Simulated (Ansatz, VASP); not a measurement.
# One calculation of TaN, two programs

```
Ta N
1.0
     2.92399    0.00000    0.00000
    -1.46199    2.53225    0.00000
     0.00000    0.00000    2.87073
Ta N
1 1
Direct
  0.33333 0.66667 0.50000
  0.00000 0.00000 0.00000
```

Alike in both runs: functional PBEsol; k mesh 18 × 18 × 14; occupations gaussian, width 0.1 eV; no spin polarisation.

Ansatz relaxed the structure, and its values are those at the end. VASP's run is a single point on that final structure, the one shown.

|  | VASP | Ansatz |
| --- | --- | --- |
| version | VASP 6.6.1 | Ansatz 0.2.0 |
| potentials or method | VASP PAW PBE potentials, release 64 (Ta_pv, N) | scalar-relativistic, plane waves, PAW |
| plane-wave cutoff (eV) | 520 | 420 |
| valence electrons in the cell | 16 | 18 |

|  | VASP | Ansatz | Ansatz less VASP |
| --- | --- | --- | --- |
| gap on the k mesh at the Fermi level (eV) | none | none | - |
| pressure (GPa) | 0.8 | 0.0 | -0.85 |

A gap of «none» marks a metal or a gap that the smearing closes. With one functional, cell and mesh, what is left measures potentials, basis and numerics. The two sets of potentials don't hold the same shells in valence.

Caveats: the PAW data sets were made with another functional, which shifts forces and pressure a little (VASP). Spin-orbit coupling is left out, which matters for the levels of Ta.
